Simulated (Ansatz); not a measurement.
# ZnS (F-43m), random displacements

Theory: Ansatz, DFT PBE, scalar-relativistic, plane waves, PAW. The runs took a 420 eV cutoff, a Γ-centred 6×6×6 mesh and Gaussian smearing (0.05 eV). No spin polarisation. Energies are free energies at this smearing, counted from the undisturbed cell; pressure is positive in compression.

Reference structure (relaxed at this level):

```yaml
crystal:
  lattice:
    - [5.44313, 0.00000, 0.00000]
    - [0.00000, -5.44313, 0.00000]
    - [0.00000, 0.00000, -5.44313]
  atoms:
    - { symbol: Zn, position: [0.00000, 0.00000, 0.00000] }
    - { symbol: Zn, position: [0.50000, 0.50000, 0.00000] }
    - { symbol: Zn, position: [0.50000, 0.00000, 0.50000] }
    - { symbol: Zn, position: [0.00000, 0.50000, 0.50000] }
    - { symbol: S, position: [0.75000, 0.75000, 0.75000] }
    - { symbol: S, position: [0.25000, 0.25000, 0.75000] }
    - { symbol: S, position: [0.25000, 0.75000, 0.25000] }
    - { symbol: S, position: [0.75000, 0.25000, 0.25000] }
```

The atoms are displaced (Å, in the unstrained cell):

| atom | ux | uy | uz |
| --- | --- | --- | --- |
| Zn1 | 0.017 | 0.090 | 0.012 |
| Zn2 | 0.011 | -0.189 | 0.502 |
| Zn3 | -0.556 | 0.394 | 0.315 |
| Zn4 | 0.312 | -0.106 | -0.527 |
| S5 | -0.237 | -0.140 | -0.148 |
| S6 | 0.043 | -0.133 | -0.004 |
| S7 | 0.276 | -0.266 | -0.067 |
| S8 | 0.133 | 0.349 | -0.083 |

The cell is not strained.

**Question.** What are the energy change, the stress and the forces?

**Answer.** ΔE = 3029.1 meV/atom; stress (xx, yy, zz, yz, xz, xy; compression positive) (26.86, 42.30, 61.28, 35.20, -31.99, -25.58) GPa; gap on the mesh 0.33 eV.
| atom | Fx (eV/Å) | Fy | Fz |
| --- | --- | --- | --- |
| Zn1 | -0.13 | -0.56 | -0.51 |
| Zn2 | -2.86 | 5.16 | -4.58 |
| Zn3 | 33.13 | -42.72 | -57.98 |
| Zn4 | -4.74 | -3.63 | 3.73 |
| S5 | 5.37 | -4.77 | 3.93 |
| S6 | 2.28 | 5.44 | -2.08 |
| S7 | -32.65 | 42.94 | 58.20 |
| S8 | -0.41 | -1.86 | -0.71 |

Cost: 1 run of about 1.6 core-minutes, on Intel Xeon Platinum 8488C (Sapphire Rapids) (shared hosts).